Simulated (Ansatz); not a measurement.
A crystal relaxed with r2SCAN in the PAW code Ansatz has space group R-3c:H (No. 167) and a = 5.508 Å, c = 14.563 Å.

| atom | site | x | y | z |
| --- | --- | --- | --- | --- |
| Xx | 12c | 0.3333 | 0.6667 | 0.3096 |
| O | 18e | 0.0367 | 0.6667 | 0.4167 |

r2SCAN gives an indirect gap of 1.80 eV, from k = (0, 0.193, -0.198) to Γ; the least direct gap is 1.84 eV at Γ. The HSE06 gap is indirect, 2.73 eV (k = (0, 0.193, -0.198) to Γ), below the direct gap of 2.74 eV at Γ. Least and direct gap differ so little that the kind isn't settled. Meshes: r2SCAN 6×6×6, HSE06 4×4×4. r2SCAN's ε∞ is 4.5 along x and y, 4.3 along z.

Question: Which element is Xx?
A. Tl
B. B
C. In
D. Al

Answer: C. Xx is In: a 10-atom cell of In₂O₃ built on the corundum structure (relaxed group R-3c). In has 6 O at 2.13–2.26 Å; O has 4 In at 2.13–2.26 Å.

No spin polarisation and no zero-point or thermal motion.

Spin-orbit coupling is left out, which matters wherever the heavy atoms make up the band edges.

Where an edge lies off the special points, it is a point of the mesh or the k point where a search put PBE's edge or least direct gap, reused for the other functionals, whose own edges may lie a little apart.

Coordinates of k points refer to the reciprocal vectors of the primitive cell of the runs.

The meshes of the hybrids are coarse, so their gaps aren't converged to the digits shown.

For a response run the program warns that the ground state's bands aren't all converged, so ε∞ carries an extra error.
